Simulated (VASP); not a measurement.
Wanted: the native input for a VASP 6.6.1 run.

```
Task                   : single point
Functional             : PBE
Potentials or basis    : VASP PAW PBE potentials, release 64 (Ti_sv, O)
Cutoff                 : 520 eV
k mesh                 : 8 × 8 × 4
Occupations            : gaussian, width 0.011 eV
Spin                   : no spin polarisation
Further INCAR settings : ALGO = Normal; EDIFF = 1e-07
```

The structure of TiO2 lies in POSCAR:

```
TiO2
1.0
    6.1535771931     -1.8834685000      0.0000000000
    6.1535771931      1.8834685000      0.0000000000
   -1.9283261078      0.0000000000      6.3289668713
Ti O
4 8
Direct
    0.9000710000      0.9000710000      0.2896020000
    0.1952860000      0.1952860000      0.2837620000
    0.0999290000      0.0999290000      0.7103980000
    0.8047140000      0.8047140000      0.7162380000
    0.3619310000      0.3619310000      0.2933970000
    0.2634885000      0.2634885000      0.6525000000
    0.8671885000      0.8671885000      0.9952910000
    0.7365115000      0.7365115000      0.3475000000
    0.9416475000      0.9416475000      0.6300210000
    0.1328115000      0.1328115000      0.0047090000
    0.6380690000      0.6380690000      0.7066030000
    0.0583525000      0.0583525000      0.3699790000
```

The cell comes from a database or a generator and needn't be the stable form of this composition.

One way to write it, as run:

INCAR

```
SYSTEM = TiO2
ALGO = Normal
EDIFF = 1E-7
ENCUT = 520
GGA = PE
ISIF = 2
ISMEAR = 0
LASPH = .TRUE.
LCHARG = .TRUE.
LELF = .TRUE.
LREAL = .FALSE.
LVHAR = .TRUE.
LWAVE = .FALSE.
NELM = 100
PREC = Accurate
SIGMA = 0.011
```

KPOINTS

```
k-points
0
G
  8 8 4
  0 0 0
```

Potentials or basis: VASP PAW PBE potentials, release 64 (Ti_sv, O).

The run is started by

```console
$ cat potpaw_PBE.64/Ti_sv/POTCAR potpaw_PBE.64/O/POTCAR > POTCAR
$ mpirun -np 1 vasp_std > vasp.out
```

Results of the run:

```
Pressure               : -0.6 GPa
Largest force          : 0.113 eV/Å
Band gap on the k mesh : 2.73 eV, indirect (least direct gap 2.90 eV)
```

Wall time 15 min on 1 thread of AMD EPYC 9R45 96-Core Processor (Zen 5), with other jobs on the host, peak memory 0.6 GiB.
